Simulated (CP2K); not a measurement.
## Au under changes of volume

One of the cells (19.549 Å³/atom); the others are scaled copies at fixed shape and fractional positions:

```
Au
1.0
     2.81549    0.00000    0.00000
    -0.01296    2.82018    0.00000
    -1.13789   -1.18541    4.92401
Au
2
Direct
  0.67286 0.66596 0.27405
  0.32714 0.33404 0.72594
```

This isn't the form of Au at room conditions, which is fcc.

* Program: CP2K 2026.2
* Functional: PBEsol
* Potentials or basis: POTENTIAL_UZH Au GTH-PBE-q11; TZVP-MOLOPT-PBE-GTH basis
* Density cutoff: 6803 eV
* k mesh: 10 × 10 × 6
* Occupations: fermi-dirac, width 0.05 eV
* Spin: no spin polarisation

```csv
volume (Å³/atom),energy over the lowest point (meV/atom),pressure (GPa),largest force (eV/Å)
18.376,12.53,6.1,0.070
18.767,2.18,2.5,0.074
19.158,0.00,-0.6,0.088
19.549,4.90,-3.3,0.107
19.940,15.92,-5.6,0.126
20.331,32.23,-7.7,0.144
20.722,?,?,?
```

What does the run at 20.722 Å³/atom give?

Energy over the lowest point 53.11 meV/atom; pressure -9.4 GPa; largest force 0.160 eV/Å.

Worked out: A Birch-Murnaghan fit of order 3 (a polynomial in V^(-2/3)) to the other rows has its minimum at 19.07 Å³/atom with B0 = V·E''(V) = 146 GPa and B' = 6.0 at fixed shape and positions, which overstates the stiffness. It gives 53.09 meV/atom at 20.722 Å³/atom, against the run's 53.11, and -dE/dV = -9.4 GPa, against -9.4.

Energies are extrapolated to zero smearing.

Caveats: with these potentials and basis sets, volumes of gold and of layered tellurides can stand 1.5 % and more from those of plane-wave programs; the potentials were made for another functional, which shifts forces and pressure; the basis of atomic orbitals isn't converged, which shifts pressures, moduli and gaps.
